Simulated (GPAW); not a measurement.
Al:

```xyz
1
Lattice="-1.5759 1.6569 1.6580 1.4795 -1.5976 1.5023 1.6145 1.6362 -1.5987" Properties=species:S:1:pos:R:3 pbc="T T T"
Al    0.0000    0.0000    0.0000
```

This isn't the form of Al at room conditions, which is fcc.

The cell isn't the ideal one: cell sheared at random, sigma 0.03, atoms nudged by 0.01 Å.

| Property | Result |
| --- | --- |
| Program | GPAW 26.7.0 |
| Task | relaxation of cell and atoms |
| Functional | PBEsol |
| Dispersion | D4 |
| Potentials or basis | PAW data sets generated in the run's folder for this functional |
| Cutoff | 600 eV |
| Basis | pw |
| k mesh | 8 × 9 × 8 |
| Occupations | fermi-dirac, width 0.05 eV |
| Spin | no spin polarisation |

At the start: pressure 0.8 GPa; volume 16.08 Å³/atom.

**Question.** How do energy, volume and symmetry change on relaxing?

**Answer.** Over 29 steps the energy falls by 132.2 meV/atom and the volume is 15.90 Å³/atom (-1.1 %); space group Fmmm (No. 69, to 0.05 Å).

Step by step:
```tsv
step	energy change (eV)	largest force (eV/Å)	pressure (GPa)	volume (Å³)
1	0.0000	0.0000	0.79	16.08
2	-0.0067	0.0000	0.35	16.13
3	-0.0198	0.0000	-0.64	16.25
4	-0.0337	0.0000	-0.95	16.35
5	-0.0399	0.0000	-0.77	16.33
6	-0.0684	0.0000	0.26	16.13
7	-0.0737	0.0000	0.10	16.14
8	-0.0526	0.0000	0.33	16.23
9	-0.0829	0.0000	-0.25	16.18
10	-0.0844	0.0000	-0.21	16.16
11	-0.0913	0.0000	-0.31	16.13
12	0.0156	0.0000	4.76	15.75
13	-0.0989	0.0000	-0.47	16.11
14	-0.1069	0.0000	-0.51	16.08
15	-0.0149	0.0000	2.65	15.92
16	-0.1112	0.0000	-0.56	16.06
17	-0.1126	0.0000	-0.41	16.03
18	-0.1096	0.0000	0.33	15.90
19	-0.1169	0.0000	-0.02	15.96
20	-0.1182	0.0000	0.03	15.95
21	-0.1194	0.0000	0.01	15.95
22	-0.1200	0.0000	-0.11	15.96
23	-0.1220	0.0000	-0.42	16.00
24	-0.1267	0.0000	-0.68	15.99
25	-0.1289	0.0000	-0.31	15.93
26	-0.1283	0.0000	-0.56	15.99
27	-0.1304	0.0000	-0.30	15.93
28	-0.1317	0.0000	-0.09	15.89
29	-0.1322	0.0000	-0.12	15.90
```

Final structure:
```
Al
1.0
    -1.41943    2.05952    1.37960
     1.37390   -1.99843    1.41179
     1.41646    2.02181   -1.43248
Al
1
Direct
  0.00000 0.00000 0.00000
```

Caveat: later steps reuse the first step's grids; pairwise dispersion overbinds metals, which lowers pressure and volume.
